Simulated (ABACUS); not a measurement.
A run of ABACUS 3.10.1 is set up as follows.

Contents of INPUT:

```
INPUT_PARAMETERS
suffix              Si
calculation         scf
basis_type          lcao
pseudo_dir          ./
orbital_dir         ./
symmetry            1
dft_functional      pbesol
ecutwfc             100
pseudo_rcut         10
nspin               1
nbands              14
ks_solver           genelpa
smearing_method     fd
smearing_sigma      0.00367493
scf_thr             1e-07
scf_nmax            100
mixing_type         broyden
mixing_beta         0.7
cal_force           1
cal_stress          1
out_mul             1
out_chg             1
out_pot             2
out_elf             1
```

Contents of STRU:

```
ATOMIC_SPECIES
Si 28.0850 Si.upf

NUMERICAL_ORBITAL
Si_confined-atom_7au_2s2p1d.orb

LATTICE_CONSTANT
1.8897261246

LATTICE_VECTORS
0.0000000000 2.7218511865 2.7218511865
2.7218511865 0.0000000000 2.7218511865
2.7218511865 2.7218511865 0.0000000000

ATOMIC_POSITIONS
Direct

Si
0.0
2
0.5000000000 0.5000000000 0.5000000000 1 1 1
0.7500000000 0.7500000000 0.7500000000 1 1 1
```

File KPT:

```
K_POINTS
0
Gamma
7 7 7 0 0 0
```

Potentials or basis: PseudoDojo NC SR 0.4 PBEsol stringent, DZP LCAO (the cutoffs set its grid).

Launch:

```bash
$ OMP_NUM_THREADS=1 mpirun -np 4 abacus > log
```

Predict the pressure.

0.3 GPa.

Predict the band gap on the k mesh.

0.54 eV, indirect (least direct gap 2.53 eV).

Caveat: the atomic orbitals were generated for these runs and aren't a published set; an odd mesh through Γ misses points on the zone boundary, where band edges often lie; the basis of atomic orbitals isn't converged, which shifts pressures, moduli and gaps. Expect the measured gap to be larger: semilocal functionals such as PBEsol lack the derivative discontinuity.
